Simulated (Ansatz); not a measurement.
# GeSe: the cell at several levels of theory, part 2 of 3

Ansatz 0.2.0, plane waves.

## (3) Relaxing with r2SCAN+rVV10

The cell of step 2 is the starting point.

input.yaml reads:

```yaml
crystal:
  lattice:
    - [11.0031142427, 0.0, 0.0]
    - [0.0, 3.8828187102, 0.0]
    - [0.0, 0.0, 4.4165994187]
  atoms:
    - { symbol: Ge, position: [0.124497745, 0.75, 0.8882318259] }
    - { symbol: Ge, position: [0.624497745, 0.75, 0.6117681741] }
    - { symbol: Ge, position: [0.375502255, 0.25, 0.3882318259] }
    - { symbol: Ge, position: [0.875502255, 0.25, 0.1117681741] }
    - { symbol: Se, position: [0.8546979276, 0.75, 0.500711793] }
    - { symbol: Se, position: [0.3546979276, 0.75, -0.000711793] }
    - { symbol: Se, position: [0.6453020724, 0.25, 1.000711793] }
    - { symbol: Se, position: [0.1453020724, 0.25, 0.499288207] }
kpoints:
  mp_grid: { grid: [2, 6, 6] }
hamiltonian:
  xc: r2scan
  dispersion: rvv10
scf:
  occupations: { method: fermi_dirac, width: 0.02 }
relax:
  f_tol: 0.005
  cell: {}
```

Launch:

```console
> ansatz run input.yaml --threads 4 --pin off --max-ram 7372MiB --backend cpu --events-out ev --progress --plain --runs-dir out
```

Standard output:

```text
Warning: RAYON_NUM_THREADS=4 ignored (pool sized by the plan → 4); use --threads N
Engine: ansatz 0.2.0, aarch64-unknown-linux-gnu
Pseudopotentials: kind: paw
Pseudopotential: Ge, paw, valence charge 14, recommended cutoff 500 eV (meta_gga), Ge.paw.azcp
Pseudopotential: Se, paw, valence charge 16, recommended cutoff 500 eV (meta_gga), Se.paw.azcp
Functional definition: r2SCAN+rVV10
  parameter k0 = 0.174
  parameter k1 = 0.065
  parameter a1 = 4.9479
  exchange = r2scan_x(k0 = k0, k1 = k1, a1 = a1)
  correlation = r2scan_c + rvv10(11.95, 0.0093)
Crystal: 8 atoms, lattice volume = 188.691 Å³
Basis set: ecut = 500 eV, 4787 PW (Γ), exchange–correlation on 360×128×160 points (64 copies of the dense FFT grid, shifted against one another)
Bands: 72, of which v1, the nominal top of the filled ones, is band 60 counted from 1 (59 counted from 0)
Symmetry: 8 space group operations
Space group: Pnma (ITA 62), of the structure as read, at distance tolerance 5.7e-5 Å
k-points: 32 of 72
Non-local potential: Ge, projectors of the file, l = 0: 2, l = 1: 2, l = 2: 3, l = 3: 1
Non-local potential: Se, projectors of the file, l = 0: 2, l = 1: 2, l = 2: 3, l = 3: 1
PAW form: soft (Blöchl's): semilocal exchange-correlation on the pseudo side does not see the compensation charge
rVV10 density: all electrons in the spheres
PAW frozen core: Ge, regenerated for the run's functional (the file was generated under x = pbe(κ = 0.804, μ = 0.2195149727645171), c = pbe(β = 0.06672455060314922))
PAW frozen core: Se, regenerated for the run's functional (the file was generated under x = pbe(κ = 0.804, μ = 0.2195149727645171), c = pbe(β = 0.06672455060314922))
PAW one-centre angular grid: Ge, 590 points (default); XC on 160 Gauss nodes
PAW one-centre angular grid: Se, 590 points (default); XC on 160 Gauss nodes
Initial density: superposition of atomic densities (neutral atoms: chi_scale 0, normalization atom), corrected by the library's trained network
Initial wavefunctions: pseudopotential atomic-orbital guess
Functional: x = r2scan, c = r2scan + rvv10(b = 11.95, C = 0.0093); τ floored in thin density (d = 2e-4 eV/Å³)
SCF iter   1: F=—  HF=-39115.629455 eV  |F-HF|=—  |Δ(HF+E_count)|=         —  Δρ=5.16e-3  dr2=3.48e-2  dr2_τ=1.20e-2  ethr=1.77e-3  ⟨swp⟩=6.2  Hψ=8087  notcnv=0  defer=5
preconditioner: auto → Resta (q_TF=auto, 2.530 Å⁻¹)  ε∞=4.1  [insulator: Δε(μ)=0.898 eV  Ē_g=9.662 eV  σ=0.020 eV  W_gap=1.00  n_scr=56 (ndim 8)  ℏωp=17.1 eV  f_vac=0.001  D(μ)=0.00/eV (n_scr^D=0)  ε∞_Penn≈4.1]
SCF iter   2: F=—  HF=-39115.665822 eV  |F-HF|=—  |Δ(HF+E_count)|=   3.64e-2  Δρ=2.45e-3  dr2=1.14e-2  dr2_τ=1.86e-4  ethr=2.90e-5  ⟨swp⟩=2.0  Hψ=4775  notcnv=0  defer=185
SCF iter   3: F=—  HF=-39115.667175 eV  |F-HF|=—  |Δ(HF+E_count)|=   1.35e-3  Δρ=1.14e-3  dr2=2.01e-3  dr2_τ=4.12e-5  ethr=9.50e-6  ⟨swp⟩=2.0  Hψ=2782  notcnv=0  defer=89
automatic band count: iteration 3 solves 69 bands in place of 72: the levels show a gap, and the empty bands left out lie too high to hold charge; the band table lists the bands solved (type scf.n_extra_bands for more)
SCF iter   4: F=—  HF=-39115.667698 eV  |F-HF|=—  |Δ(HF+E_count)|=   5.24e-4  Δρ=2.39e-4  dr2=8.14e-5  dr2_τ=3.13e-6  ethr=1.68e-6  ⟨swp⟩=2.0  Hψ=3597  notcnv=0  defer=89
SCF iter   5: F=—  HF=-39115.667787 eV  |F-HF|=—  |Δ(HF+E_count)|=   8.82e-5  Δρ=9.62e-5  dr2=1.48e-5  dr2_τ=4.41e-7  ethr=6.78e-8  ⟨swp⟩=2.0  Hψ=4039  notcnv=0  defer=89
SCF iter   6: F=—  HF=-39115.667792 eV  |F-HF|=—  |Δ(HF+E_count)|=   5.57e-6  Δρ=2.06e-5  dr2=9.55e-7  dr2_τ=1.55e-8  ethr=1.23e-8  ⟨swp⟩=2.0  Hψ=4039  notcnv=0  defer=89
SCF iter   7: F=—  HF=-39115.667793 eV  |F-HF|=—  |Δ(HF+E_count)|=   5.61e-7  Δρ=7.29e-6  dr2=1.16e-7  dr2_τ=4.91e-9  ethr=7.96e-10  ⟨swp⟩=2.0  Hψ=2759  notcnv=0  defer=89
SCF iter   8: F=-39115.667793 eV  HF=-39115.667793 eV  |F-HF|=1.88e-9  |Δ(HF+E_count)|=   6.59e-9  Δρ=2.14e-6  dr2=8.62e-9  dr2_τ=8.73e-11  ethr=8.33e-11  ⟨swp⟩=4.0  Hψ=5989  notcnv=0
SCF 1 converged in 8 iterations: F = -39115.667793 eV  dr2 = 8.62e-9
relax step   1: F+E_penalty+E_count = -39115.66779287 eV  Δ(F+E_penalty+E_count) = +0.000e0 eV  max|allowed force component| = 2.006e-1 eV/Å  Δτ_max = 0.0000 Å  P = -1.179 GPa  Ω = 188.691 Å³  (8 SCF iters, dr2 threshold 1.00e-7 eV, accepted)
Crystal: 8 atoms, lattice volume = 191.366 Å³
Basis set: ecut = 500 eV, 4843 PW (Γ), exchange–correlation on 360×128×160 points (64 copies of the dense FFT grid, shifted against one another)
rVV10 density: all electrons in the spheres
Initial density: handed on by an earlier stage of this run
Initial wavefunctions: those handed on with the density
iter 1 solved again at ethr=5.12e-5 eV; its pass at ethr=3.10e-3 eV (dr2=6.15e-2 eV) is discarded
SCF iter   1: F=—  HF=-39115.515769 eV  |F-HF|=—  |Δ(HF+E_count)|=         —  Δρ=6.73e-3  dr2=6.20e-2  dr2_τ=1.18e-1  ethr=5.12e-5  ⟨swp⟩=2.1  Hψ=9536  notcnv=0
automatic band count: iteration 1 solves 69 bands in place of 72: the levels show a gap, and the empty bands left out lie too high to hold charge; the band table lists the bands solved (type scf.n_extra_bands for more)
preconditioner: auto → Resta (q_TF=auto, 2.524 Å⁻¹)  ε∞=4.4  [insulator: Δε(μ)=0.922 eV  Ē_g=9.213 eV  σ=0.020 eV  W_gap=1.00  n_scr=56 (ndim 8)  ℏωp=17.0 eV  f_vac=0.008  D(μ)=0.00/eV (n_scr^D=0)  ε∞_Penn≈4.4]
SCF iter   2: F=—  HF=-39115.690738 eV  |F-HF|=—  |Δ(HF+E_count)|=   1.75e-1  Δρ=3.27e-3  dr2=1.13e-2  dr2_τ=2.92e-4  ethr=5.12e-5  ⟨swp⟩=3.1  Hψ=3396  notcnv=0
SCF iter   3: F=—  HF=-39115.693270 eV  |F-HF|=—  |Δ(HF+E_count)|=   2.53e-3  Δρ=8.45e-4  dr2=1.02e-3  dr2_τ=1.96e-5  ethr=9.42e-6  ⟨swp⟩=3.0  Hψ=4417  notcnv=0
SCF iter   4: F=—  HF=-39115.693880 eV  |F-HF|=—  |Δ(HF+E_count)|=   6.10e-4  Δρ=2.40e-4  dr2=1.09e-4  dr2_τ=1.39e-6  ethr=8.46e-7  ⟨swp⟩=3.0  Hψ=4416  notcnv=0
SCF iter   5: F=—  HF=-39115.693990 eV  |F-HF|=—  |Δ(HF+E_count)|=   1.10e-4  Δρ=8.14e-5  dr2=9.81e-6  dr2_τ=2.51e-7  ethr=9.11e-8  ⟨swp⟩=2.0  Hψ=3488  notcnv=0
SCF iter   6: F=—  HF=-39115.693981 eV  |F-HF|=—  |Δ(HF+E_count)|=   8.87e-6  Δρ=2.69e-5  dr2=1.10e-6  dr2_τ=3.12e-8  ethr=8.18e-9  ⟨swp⟩=2.0  Hψ=3488  notcnv=0
SCF iter   7: F=-39115.693983 eV  HF=-39115.693983 eV  |F-HF|=5.99e-8  |Δ(HF+E_count)|=   1.55e-6  Δρ=6.91e-6  dr2=1.03e-7  dr2_τ=3.94e-9  ethr=6.67e-10  ⟨swp⟩=4.0  Hψ=6779  notcnv=0
SCF 2 converged in 7 iterations: F = -39115.693983 eV  dr2 = 1.03e-7
relax step   2: F+E_penalty+E_count = -39115.69398287 eV  Δ(F+E_penalty+E_count) = -2.619e-2 eV  max|allowed force component| = 1.066e-1 eV/Å  Δτ_max = 0.0893 Å  P = +0.175 GPa  Ω = 191.366 Å³  energy of the carried Pulay correction = -4.018e-4 eV  (7 SCF iters, dr2 threshold 8.00e-7 eV, accepted)
Crystal: 8 atoms, lattice volume = 188.652 Å³
Basis set: ecut = 500 eV, 4761 PW (Γ), exchange–correlation on 360×128×160 points (64 copies of the dense FFT grid, shifted against one another)
rVV10 density: all electrons in the spheres
iter 1 solved again at ethr=5.38e-6 eV; its pass at ethr=3.10e-3 eV (dr2=6.45e-3 eV) is discarded
SCF iter   1: F=—  HF=-39115.689199 eV  |F-HF|=—  |Δ(HF+E_count)|=         —  Δρ=2.24e-3  dr2=6.38e-3  dr2_τ=1.68e-2  ethr=5.38e-6  ⟨swp⟩=2.3  Hψ=10903  notcnv=0
automatic band count: iteration 1 solves 69 bands in place of 72: the levels show a gap, and the empty bands left out lie too high to hold charge; the band table lists the bands solved (type scf.n_extra_bands for more)
preconditioner: auto → Resta (q_TF=auto, 2.530 Å⁻¹)  ε∞=4.4  [insulator: Δε(μ)=0.990 eV  Ē_g=9.238 eV  σ=0.020 eV  W_gap=1.00  n_scr=56 (ndim 8)  ℏωp=17.1 eV  f_vac=0.003  D(μ)=0.00/eV (n_scr^D=0)  ε∞_Penn≈4.4]
SCF iter   2: F=—  HF=-39115.707847 eV  |F-HF|=—  |Δ(HF+E_count)|=   1.86e-2  Δρ=1.17e-3  dr2=1.26e-3  dr2_τ=3.50e-5  ethr=5.32e-6  ⟨swp⟩=2.1  Hψ=3139  notcnv=0
SCF iter   3: F=—  HF=-39115.708314 eV  |F-HF|=—  |Δ(HF+E_count)|=   4.67e-4  Δρ=2.43e-4  dr2=8.77e-5  dr2_τ=1.80e-6  ethr=1.05e-6  ⟨swp⟩=3.0  Hψ=4416  notcnv=0
SCF iter   4: F=—  HF=-39115.708440 eV  |F-HF|=—  |Δ(HF+E_count)|=   1.26e-4  Δρ=7.17e-5  dr2=8.95e-6  dr2_τ=1.33e-7  ethr=7.31e-8  ⟨swp⟩=3.0  Hψ=4128  notcnv=0
SCF iter   5: F=—  HF=-39115.708444 eV  |F-HF|=—  |Δ(HF+E_count)|=   4.21e-6  Δρ=2.84e-5  dr2=1.40e-6  dr2_τ=4.43e-8  ethr=7.46e-9  ⟨swp⟩=2.0  Hψ=3872  notcnv=0
SCF iter   6: F=-39115.708444 eV  HF=-39115.708443 eV  |F-HF|=1.69e-7  |Δ(HF+E_count)|=   8.17e-7  Δρ=8.84e-6  dr2=1.24e-7  dr2_τ=2.46e-9  ethr=6.67e-10  ⟨swp⟩=4.0  Hψ=7763  notcnv=0
SCF 3 converged in 6 iterations: F = -39115.708444 eV  dr2 = 1.24e-7
relax step   3: F+E_penalty+E_count = -39115.70844365 eV  Δ(F+E_penalty+E_count) = -1.446e-2 eV  max|allowed force component| = 2.354e-2 eV/Å  Δτ_max = 0.0287 Å  P = +0.147 GPa  Ω = 188.652 Å³  energy of the carried Pulay correction = +5.914e-6 eV  (6 SCF iters, dr2 threshold 8.00e-7 eV, accepted)
[... 13 lines left out ...]
relax step   4: F+E_penalty+E_count = -39115.71063112 eV  Δ(F+E_penalty+E_count) = -2.187e-3 eV  max|allowed force component| = 2.910e-2 eV/Å  Δτ_max = 0.0336 Å  P = -0.177 GPa  Ω = 190.420 Å³  energy of the carried Pulay correction = -2.604e-4 eV  (6 SCF iters, dr2 threshold 1.94e-7 eV, accepted)
[... 13 lines left out ...]
relax step   5: F+E_penalty+E_count = -39115.71179634 eV  Δ(F+E_penalty+E_count) = -1.165e-3 eV  max|allowed force component| = 1.921e-2 eV/Å  Δτ_max = 0.0202 Å  P = -0.063 GPa  Ω = 190.178 Å³  energy of the carried Pulay correction = -2.241e-4 eV  (6 SCF iters, dr2 threshold 4.38e-7 eV, accepted)
[... 13 lines left out ...]
relax step   6: F+E_penalty+E_count = -39115.71197831 eV  Δ(F+E_penalty+E_count) = -1.820e-4 eV  max|allowed force component| = 2.109e-2 eV/Å  Δτ_max = 0.0164 Å  P = +0.021 GPa  Ω = 189.834 Å³  energy of the carried Pulay correction = -1.725e-4 eV  (6 SCF iters, dr2 threshold 4.53e-8 eV, accepted)
[... 12 lines left out ...]
relax step   7: F+E_penalty+E_count = -39115.71220708 eV  Δ(F+E_penalty+E_count) = -2.288e-4 eV  max|allowed force component| = 6.075e-3 eV/Å  Δτ_max = 0.0053 Å  P = +0.032 GPa  Ω = 189.894 Å³  energy of the carried Pulay correction = -1.814e-4 eV  (6 SCF iters, dr2 threshold 2.82e-8 eV, accepted)
[... 12 lines left out ...]
relax step   8: F+E_penalty+E_count = -39115.71222338 eV  Δ(F+E_penalty+E_count) = -1.630e-5 eV  max|allowed force component| = 2.118e-4 eV/Å  Δτ_max = 0.0024 Å  P = +0.001 GPa  Ω = 190.015 Å³  energy of the carried Pulay correction = -1.995e-4 eV  (6 SCF iters, dr2 threshold 2.31e-9 eV, accepted)
rVV10 density: all electrons in the spheres
Initial wavefunctions: pseudopotential atomic-orbital guess (no wavefunctions were taken with the density)
iter 1 solved again at ethr=1.07e-7 eV; its pass at ethr=3.10e-3 eV (dr2=1.28e-4 eV) is discarded
SCF iter   1: F=—  HF=-39115.712414 eV  |F-HF|=—  |Δ(HF+E_count)|=         —  Δρ=6.57e-5  dr2=2.79e-7  dr2_τ=7.49e-7  ethr=1.07e-7  ⟨swp⟩=3.0  Hψ=13391  notcnv=0
preconditioner: auto → Resta (q_TF=auto, 2.527 Å⁻¹)  ε∞=4.1  [insulator: Δε(μ)=1.017 eV  Ē_g=9.744 eV  σ=0.020 eV  W_gap=1.00  n_scr=56 (ndim 8)  ℏωp=17.0 eV  f_vac=0.005  D(μ)=0.00/eV (n_scr^D=0)  ε∞_Penn≈4.1]
SCF iter   2: F=—  HF=-39115.712528 eV  |F-HF|=—  |Δ(HF+E_count)|=   1.14e-4  Δρ=3.35e-5  dr2=8.50e-8  dr2_τ=8.32e-7  ethr=2.33e-10  ⟨swp⟩=2.0  Hψ=3620  notcnv=0
SCF iter   3: F=—  HF=-39115.712538 eV  |F-HF|=—  |Δ(HF+E_count)|=   1.00e-5  Δρ=6.14e-6  dr2=3.78e-9  dr2_τ=2.62e-8  ethr=7.08e-11  ⟨swp⟩=2.0  Hψ=3584  notcnv=0
SCF iter   4: F=—  HF=-39115.712538 eV  |F-HF|=—  |Δ(HF+E_count)|=   3.48e-7  Δρ=7.03e-7  dr2=4.36e-10  dr2_τ=1.06e-10  ethr=3.15e-12  ⟨swp⟩=2.0  Hψ=3584  notcnv=0
SCF iter   5: F=-39115.712538 eV  HF=-39115.712538 eV  |F-HF|=7.28e-12  |Δ(HF+E_count)|=  2.04e-10  Δρ=1.50e-7  dr2=4.32e-11  dr2_τ=4.33e-12  ethr=1.00e-12  ⟨swp⟩=4.0  Hψ=7492  notcnv=0
SCF 9 converged in 5 iterations: F = -39115.712538 eV  dr2 = 4.32e-11
relax step   9: F+E_penalty+E_count = -39115.71253848 eV  Δ(F+E_penalty+E_count) = -3.151e-4 eV  max|allowed force component| = 2.105e-4 eV/Å  Δτ_max = 0.0000 Å  P = +0.002 GPa  Ω = 190.015 Å³  stress off target by 6.40e-3 GPa  SCF on the basis re-selected at this cell (its energy is not comparable with the rows above)  (5 SCF iters)
basis re-selected at this cell: Δ(F+E_penalty+E_count) = -3.151e-4 eV, ΔP = +0.001 GPa vs the last step (what re-selecting the basis moved, of the pressure what is left beyond the Pulay correction that the steps carried, after the strain that the cell walked since its last selection, with what the two solves' SCF thresholds leave and, on support functions, any second-order correction that the steps lacked; it is no measure of the basis error at this ecutwfc). This SCF's stress stands 6.40e-3 GPa from its target on what of the cell is left free (relax.cell.stress_tol is 5.00e-2 GPa) and its largest allowed force component is 2.11e-4 eV/Å (relax.f_tol is 5.00e-3 eV/Å): within both
SCF converged after 5 iterations
Free energy (F): -39115.712538 eV
Harris-Foulkes:  -39115.712538 eV  (|F-HF|=7.28e-12)
Internal energy: -39115.712538 eV  (E = F + TS)
E sigma→0 (E₀):  -39115.712538 eV
Fermi energy:    8.478922 eV
--- Per-component energies (eV) ---
  E_band       = -2223.400269
  E_kinetic    = 910.507698
  E_local      = -19213.150615  (includes V_loc(G=0)·N_el)
  E_nonlocal   = -718.366404
  E_hartree    = 8944.623934
  E_xc         = -657.577834
  E_vxc        = -688.544613  (∫ρ·V_xc dr)
  E_paw        = -15817.305845  (= ΣΔE_a)
  E_vpaw       = -439.135653  (= ΣTr[D̂ρ^β])
  E_aug_tail   = -0.000666  (compensation charges beyond the density's cutoff)
  E_vtau       = 36.042566  (kinetic-family band-sum trace: ∫τ·v_τ [+ j·A + Jᵃ·Aᵃ] dr)
  E_ewald      = -12553.040664
  E_core_change = -11.402144  (= ΣΔE_core)
  E_smearing   = -0.000000  (= −TS)
  E_closure    = -0.000000  (closes the sum)
  Σ components = -39115.712538   (vs F -39115.712538, Δ=0.00e0)
--- Forces (eV/Å), atoms counted from 1 ---
  atom   1  Ge    -0.00005520     0.00000000     0.00013347
  atom   2  Ge    -0.00005520     0.00000000    -0.00013347
  atom   3  Ge     0.00005520     0.00000000     0.00013347
  atom   4  Ge     0.00005520     0.00000000    -0.00013347
  atom   5  Se     0.00010605     0.00000000    -0.00021054
  atom   6  Se     0.00010605     0.00000000     0.00021054
  atom   7  Se    -0.00010605     0.00000000    -0.00021054
  atom   8  Se    -0.00010605     0.00000000     0.00021054
  max |Σ_I F_I| component: 2.71e-20 eV/Å
--- Stress (GPa, compression-positive) ---
        0.001009       0.000000       0.000000
        0.000000      -0.000590       0.000000
        0.000000       0.000000       0.006398
  P = ⅓ Tr σ = 0.0023 GPa (0.023 kbar)
--- Relaxed structure (8 steps of the walk, 8 accepted, 1 SCFs on fresh bases) ---
  F+E_penalty+E_count = -39115.71253848 eV   max|allowed force component| = 2.105e-4 eV/Å   (the final SCF, on the basis selected at the relaxed cell)
  cell:  # Å, volume = 190.0145 Å³
    - [11.010304233901069, 0.0, 0.0]
    - [0.0, 3.8043314356451097, 0.0]
    - [0.0, 0.0, 4.5363774519951265]
  atoms:
    - { symbol: Ge, position: [0.12543757350645474, 0.75, 0.8860310480559516] }
    - { symbol: Ge, position: [0.6254375735064547, 0.75, 0.6139689519440479] }
    - { symbol: Ge, position: [0.3745624264935453, 0.24999999999999997, 0.3860310480559517] }
    - { symbol: Ge, position: [0.8745624264935452, 0.24999999999999997, 0.11396895194404813] }
    - { symbol: Se, position: [0.8516134863622644, 0.75, 0.48779976141293757] }
    - { symbol: Se, position: [0.351613486362264, 0.75, 0.012200238587062382] }
    - { symbol: Se, position: [0.6483865136377359, 0.24999999999999997, 0.9877997614129373] }
    - { symbol: Se, position: [0.14838651363773592, 0.24999999999999997, 0.5122002385870621] }
```

Wall time 2.5 min (4 threads of Arm Neoverse V1, shared host); peak memory 1.4 GiB.

Ionic steps:

```
step  energy change (meV/atom)  largest force (eV/Å)  pressure (GPa)  volume (Å³/atom)
   1                       0.0                0.2006           -1.18            23.586
   2                      -3.3                0.1066            0.18            23.921
   3                      -5.1                0.0235            0.15            23.581
   4                      -5.4                0.0291           -0.18            23.802
   5                      -5.5                0.0192           -0.06            23.772
   6                      -5.5                0.0211            0.02            23.729
   7                      -5.6                0.0061            0.03            23.737
   8                      -5.6                0.0002            0.00            23.752
   9                      -5.6                0.0002            0.00            23.752
```

The table lists every geometry solved, with passes on a fresh basis, whose energies don't compare exactly with the rows above.

|  | before | after | change |
| --- | --- | --- | --- |
| a (Å) | 11.003 | 11.010 | +0.07 % |
| b (Å) | 3.883 | 3.804 | -2.02 % |
| c (Å) | 4.417 | 4.536 | +2.71 % |
| volume (Å³/atom) | 23.586 | 23.752 | +0.70 % |
| shortest distance (Å) | 2.580 | 2.555 | -0.96 % |
| space group | Pnma | Pnma | same |

[end of part 2 of 3]
